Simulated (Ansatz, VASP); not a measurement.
# Ru in VASP and in Ansatz

```
Ru
1.0
     0.13336    2.04320    2.04320
     2.04320    0.13336    2.04320
     2.04320    2.04320    0.13336
Ru
1
Direct
  0.00000 0.00000 0.00000
```

Change from the starting cell: equal engineering shear yz, xz and xy +0.0700, equal normal strain along x, y and z +0.0375.

Alike in both runs: task single point; functional PBE; k mesh 20 × 20 × 20; occupations gaussian, width 0.15 eV; no spin polarisation.

|  | VASP | Ansatz |
| --- | --- | --- |
| version | VASP 6.6.1 | Ansatz 0.2.0 |
| potentials or method | VASP PAW PBE potentials, release 64 (Ru_pv) | scalar-relativistic, plane waves, PAW |
| plane-wave cutoff (eV) | 520 | 420 |
| valence electrons in the cell | 14 | 16 |

```tsv
	VASP	Ansatz	Ansatz less VASP
gap on the k mesh at the Fermi level (eV)	none	none	-
pressure (GPa)	-22.2	-22.0	+0.23
largest component of the traceless stress (GPa)	10.23	10.25	+0.022
```

A gap of «none» marks a metal or a gap that the smearing closes. With one functional, cell and mesh, what is left measures potentials, basis and numerics. The two sets of potentials don't hold the same shells in valence.

Caveats: so large a pressure means that the cell lies far from this level's equilibrium, or that cutoff or potentials fall short (VASP).
